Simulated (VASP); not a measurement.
These are LDA (Ceperley-Alder, Perdew-Zunger), VASP's LDA PAW potentials (set 64) (plane waves; VASP) values and carry that method's errors.

VASP ran on this input.

### INCAR
```
! general
SYSTEM = Li2O
PREC   = Accurate
ENCUT  = 520
LREAL  = .False.
LASPH  = .True.

! electronic loop
EDIFF  = 1E-7
NELM   = 100
ALGO   = Normal

! smearing
ISMEAR = 0
SIGMA  = 0.05

! ions
ISIF   = 2

! output
LWAVE  = .False.
LCHARG = .False.
```

**KPOINTS**
```
Automatic
0
gamma
  10 10 10
0 0 0
```

POSCAR:
```
Li2O
1
    0.0000000000     2.2473301456     2.2473301456
    2.2473301456     0.0000000000     2.2473301456
    2.2473301456     2.2473301456     0.0000000000
Li O
2 1
Direct
  0.2500000000   0.2500000000   0.2500000000
  0.7500000000   0.7500000000   0.7500000000
  0.0000000000   0.0000000000   0.0000000000
```

POTCAR, in this order: Li_sv O (LDA.64 set). Program: vasp_std.

What VASP printed:

OSZICAR:
```
       N       E                     dE             d eps       ncg     rms          rms(c)
DAV:   1     0.398030705980E+02    0.39803E+02   -0.61982E+03   940   0.130E+03
DAV:   2    -0.124420912412E+02   -0.52245E+02   -0.49618E+02  1086   0.237E+02
DAV:   3    -0.174519722653E+02   -0.50099E+01   -0.49888E+01  1708   0.617E+01
DAV:   4    -0.175029182224E+02   -0.50946E-01   -0.50925E-01  1280   0.736E+00
DAV:   5    -0.175034931347E+02   -0.57491E-03   -0.57487E-03  1400   0.469E-01    0.730E+00
DAV:   6    -0.158245829098E+02    0.16789E+01   -0.90184E+00   948   0.194E+01    0.278E+00
DAV:   7    -0.157727293644E+02    0.51854E-01   -0.22568E-01  1050   0.414E+00    0.142E+00
DAV:   8    -0.157492132839E+02    0.23516E-01   -0.60403E-02  1110   0.276E+00    0.317E-01
DAV:   9    -0.157483632162E+02    0.85007E-03   -0.65777E-03  1288   0.777E-01    0.101E-01
DAV:  10    -0.157484819240E+02   -0.11871E-03   -0.29606E-04  1050   0.175E-01    0.525E-02
DAV:  11    -0.157484505250E+02    0.31399E-04   -0.50919E-05  1128   0.918E-02    0.871E-03
DAV:  12    -0.157484499305E+02    0.59451E-06   -0.27293E-06  1416   0.190E-02    0.113E-03
DAV:  13    -0.157484499074E+02    0.23143E-07   -0.26322E-07   940   0.519E-03
   1 F= -.15748450E+02 E0= -.15748450E+02  d E =-.263324E-13
```

File OUTCAR:
```
------------------------ aborting loop because EDIFF is reached ----------------------------------------
  FORCE on cell =-STRESS in cart. coord.  units (eV):
  Direction    XX          YY          ZZ          XY          YZ          ZX
  --------------------------------------------------------------------------------------
  Total       -0.0006134     -0.0006134     -0.0006134      0.0000000      0.0000000     -0.0000000
  in kB       -0.0432914     -0.0432914     -0.0432914      0.0000000      0.0000000     -0.0000000
  external PRESSURE =      -0.0432914 kB  Pullay stress =       0.0000000 kB
  volume of cell :       22.70
      direct lattice vectors                 reciprocal lattice vectors
     0.000000000  2.247330146  2.247330146    -0.222486225  0.222486225  0.222486225
     2.247330146  0.000000000  2.247330146     0.222486225 -0.222486225  0.222486225
     2.247330146  2.247330146  0.000000000     0.222486225  0.222486225 -0.222486225
 POSITION                                       TOTAL-FORCE (eV/Angst)
 -----------------------------------------------------------------------------------
      1.12367      1.12367      1.12367        -0.000000     -0.000000     -0.000000
      3.37100      3.37100      3.37100         0.000000      0.000000      0.000000
      0.00000      0.00000      0.00000         0.000000     -0.000000      0.000000
 -----------------------------------------------------------------------------------
    total drift:                               -0.000000      0.000000      0.000000
  FREE ENERGIE OF THE ION-ELECTRON SYSTEM (eV)
  ---------------------------------------------------
  free  energy   TOTEN  =       -15.7484499074 eV

  energy  without entropy=      -15.7484499074  energy(sigma->0) =      -15.74844991
```
(Selected blocks of OUTCAR.)

The compound is Li2O in the antifluorite structure. It was relaxed first, which changed the volume by -8 %.
